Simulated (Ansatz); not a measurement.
ZrB2: energy less free atoms and pressure against volume per atom

Results calculated with Ansatz 0.2.0, not measured. Periodic Kohn-Sham DFT of a crystal at fixed atoms; pressure and stress are positive in compression; the energy is the free energy less that of spherical unpolarised free atoms; site moments are those in the method's own spheres, positive along +z.

Cell of the first row (space group P6/mmm, No. 191):
```
cell vectors (Å)
   3.1004     0.0000     0.0000
  -1.5502     2.6850     0.0000
   0.0000     0.0000     3.4481
atoms (fractions of the cell vectors)
Zr  0.00000  0.00000  0.00000
B   0.33333  0.66667  0.50000
B   0.66667  0.33333  0.50000
```

Settings of every row: method all-electron LAPW; functional PBE; relativity scalar; k mesh 12x12x9; filling fermi-dirac; smearing width 0.05 eV; basis error target 1 meV/atom; nucleus gaussian.

Atom start moment: 0 on all atoms.

```
row  volume per atom (Å³)  energy less free atoms (eV/atom)  pressure (GPa)
  1                 9.568                           -7.8805          19.771
  2                 9.772                                 ?               ?
  3                 9.975                           -7.9148           7.658
  4                10.077                           -7.9188           4.982
  5                10.179                           -7.9212           2.433
  6                10.281                            -7.922           0.005
  7                10.382                           -7.9212          -2.307
  8                10.586                           -7.9155          -6.609
  9                 10.79                           -7.9046         -10.514
```

Question: what energy less free atoms and pressure should row 2 give?

Worked fit of energy less free atoms. Take u = (V_r/V)^(2/3) − 1 with V_r = 10.23 Å³ an atom, which is twice the finite (Eulerian) strain; such expansions in the strain, on which the Birch-Murnaghan equation of state is built, carry the rest volume and the bulk modulus. The shown rows have u = 0.04561, 0.01697, 0.0101, 0.00334, -0.00331, -0.00978, -0.02255, -0.03491. Least squares give energy less free atoms = −7.92175 + 0.114 × u + 17.338 × u² eV/atom; a straight line predicts inner rows, each left out in turn, worse (root mean square 0.0089 against 4e-05 eV/atom). The rows lie off it by 0.0000, 0.0000, 0.0000, 0.0000, -0.0001, 0.0000, 0.0000, 0.0000. Its lowest point lies at u = -0.0033, or V = 10.28 Å³ an atom, and the curvature there gives the bulk modulus at fixed shape and fractions, B = (4/9)(1 + u)² E″(u)/V = 239 GPa. Letting shape and atoms relax would as a rule lower it, by much in layered, chain or molecular crystals. The withheld row has u = 0.03101, so the fit gives −7.92175 + 0.114 × (0.03101) + 17.338 × (0.03101)² = -7.9015 eV/atom.

The calculation gave -7.9015 eV/atom. The fit meets it to the printed digit.

Worked fit of pressure. Take u = (V_r/V)^(2/3) − 1 with V_r = 10.23 Å³ an atom, which is twice the finite (Eulerian) strain; such expansions in the strain, on which the Birch-Murnaghan equation of state is built, carry the rest volume and the bulk modulus. The shown rows have u = 0.04561, 0.01697, 0.0101, 0.00334, -0.00331, -0.00978, -0.02255, -0.03491. Least squares give pressure = 1.1948 + 366.439 × u + 893.56 × u² GPa; a straight line predicts inner rows, each left out in turn, worse (root mean square 0.46 against 0.011 GPa). The rows lie off it by 0.004, -0.013, -0.005, 0.004, 0.013, -0.003, 0.005, -0.005 (root mean square 0.0075 GPa). The pressure vanishes at u = -0.0033, or V = 10.28 Å³ an atom, and there the bulk modulus at fixed shape and fractions is B = −V dP/dV = (2/3)(1 + u) dP/du = 240 GPa. Letting shape and atoms relax would as a rule lower it, by much in layered, chain or molecular crystals. The withheld row has u = 0.03101, so the fit gives 1.1948 + 366.439 × (0.03101) + 893.56 × (0.03101)² = 13.417 GPa.

The calculation gave 13.418 GPa. The fit lies 0.001 GPa (0.0033 % of the column's range) below it, one unit of the last digit.
